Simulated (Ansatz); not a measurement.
**WSe2 (P6_3/mmc): equation of state and elastic constants**

How stiff is WSe2 (P6_3/mmc)? Energies and pressures are computed at volumes on both sides of the relaxed cell and fitted, then the elastic tensor.

Method: DFT PBE, scalar-relativistic, plane waves, PAW, in Ansatz 0.2.0.

3 further runs of the same task are left out: 1 for a known fault of the program, 1 that didn't finish, 1 set aside as unsound or not needed. Runs told in other sessions of the task aren't counted.

## (1) The system as given

Symmetry: P6_3/mmc, No. 194, hexagonal system. The conventional cell has a = 3.321 Å, b = 3.321 Å, c = 15.269 Å, α = 90.00°, β = 90.00°, γ = 120.00°. W (site symmetry -6m2) has 6 Se at 2.55 Å in its first shell of neighbours. Se (site symmetry 3m) has 3 W at 2.55 Å in its first shell of neighbours.

Coordinates:

```xyz
6
Lattice="3.3207 0.0000 0.0000 -1.6603 2.8758 0.0000 0.0000 0.0000 15.2692" Properties=species:S:1:pos:R:3 pbc="T T T"
W     0.0000    1.9172    3.8173
W     1.6603    0.9586   11.4519
Se    0.0000    1.9172    9.7737
Se    1.6603    0.9586    2.1391
Se    0.0000    1.9172   13.1302
Se    1.6603    0.9586    5.4955
```

An earlier run at PBE left this cell at 24.302 Å³/atom and 0.00 GPa (10×10×2 mesh).

Volume factors to run: 0.980, 1.020, 0.960, 1.040, 1.070, 1.100, 0.945.

## (2) At 0.980 of the relaxed volume

input.yaml reads:

```yaml
crystal:
  lattice:
    - [3.2983855991, 0.0, 0.0]
    - [-1.6491927996, 2.8564857203, 0.0]
    - [0.0, 0.0, 15.1667588503]
  atoms:
    - { symbol: W, position: [0.3333333333, 0.6666666667, 0.25], spin: 0.05 }
    - { symbol: W, position: [0.6666666667, 0.3333333333, 0.75], spin: 0.05 }
    - { symbol: Se, position: [0.3333333333, 0.6666666667, 0.6400904823] }
    - { symbol: Se, position: [0.6666666667, 0.3333333333, 0.1400904823] }
    - { symbol: Se, position: [0.3333333333, 0.6666666667, 0.8599095177] }
    - { symbol: Se, position: [0.6666666667, 0.3333333333, 0.3599095177] }
basis:
  ecutwfc: 420
  ecutrho_ratio: 4
kpoints:
  mp_grid: { grid: [10, 10, 2] }
hamiltonian:
  xc: pbe
scf:
  occupations: { method: gaussian, width: 0.05 }
output:
  forces: true
  stress: true
  eigenvalues: true
  populations: true
magnetization:
  spin_polarized: true
relax:
  f_tol: 0.01
  max_steps: 40
  cell: { stress_tol: 0.1, fix: [volume] }
```

The run is started by

```
$ ansatz run input.yaml --threads 4 --pin off --max-ram 7168MiB --backend cpu --events-out ev --progress --plain --runs-dir out
```

Further steps of the session: Volume × 1.020; Scaling the volume by 0.960; Scaling the volume by 1.040; Volume × 1.070; Volume × 1.100; Scaling the volume by 0.945; The elastic tensor from strained cells.

**Question.** What will these runs give? Wanted: fit; C11, C12, C44; K, G, E; Poisson's ratio.

The runs gave:

| quantity | value |
| --- | --- |
| fit | poor, no modulus quoted |
| C11, C12, C44 | 157, 30, 1 GPa |
| K, G, E (Hill) | 22, 17, 40 GPa |
| Poisson's ratio | 0.20 |

In words: The points don't follow one smooth curve, or give an unlikely pressure derivative, as when the electronic state or the structure changes between volumes; no modulus is quoted. All eigenvalues of the tensor are positive, so the cell is mechanically stable. K/G = 1.31 lies under Pugh's 1.75, an empirical mark of brittle behaviour drawn from metals, and the universal anisotropy index of 136.27 is large. These are values at 0 K without zero-point motion. Spin–orbit coupling is left out, though the cell holds W; in elements this heavy it can shift levels and gaps by tenths of an eV. A run loses the moments it was seeded with; other starts can end magnetic. No dispersion term is included, so distances between weakly bound layers or units are the least certain numbers.
